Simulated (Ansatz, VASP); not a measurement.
## Two plane-wave programs on Si5Ge

```xyz
6
Lattice="-1.9516 5.8453 2.7519 1.9516 -5.8453 2.7519 1.9516 5.8453 -2.7519" Properties=species:S:1:pos:R:3 pbc="T T T"
Si    0.0000    3.8907   -0.0006
Si    0.0000    1.9793    1.3978
Si    0.0000    7.8000   -0.0006
Si    1.9516    3.8660   -1.3541
Si    0.0000    5.8453    1.3339
Ge    0.0000    0.0000   -0.0004
```

Alike in both runs: functional PBE; k mesh 5 × 5 × 5; occupations gaussian, width 0.2 eV; no spin polarisation.

Ansatz relaxed the structure, and its values are those at the end. VASP's run is a single point on that final structure, the one shown.

|  | VASP | Ansatz |
| --- | --- | --- |
| version | VASP 6.6.1 | Ansatz 0.2.0 |
| potentials or method | VASP PAW PBE potentials, release 64 (Si, Ge_d) | scalar-relativistic, plane waves, PAW |
| plane-wave cutoff (eV) | 520 | 420 |
| valence electrons in the cell | 34 | 34 |

```csv
,VASP,Ansatz,Ansatz less VASP
gap on the k mesh at the Fermi level (eV),0.59,0.58,-0.003
least direct gap on the mesh (eV),1.10,1.10,-0.002
pressure (GPa),-0.1,0.0,+0.08
rms of the force components (eV/Å),0.007,0.007,0.0000
```

Caveats: an odd mesh through Γ misses points on the zone boundary, where band edges often lie. Expect the measured gap to be larger: semilocal functionals such as PBE lack the derivative discontinuity.
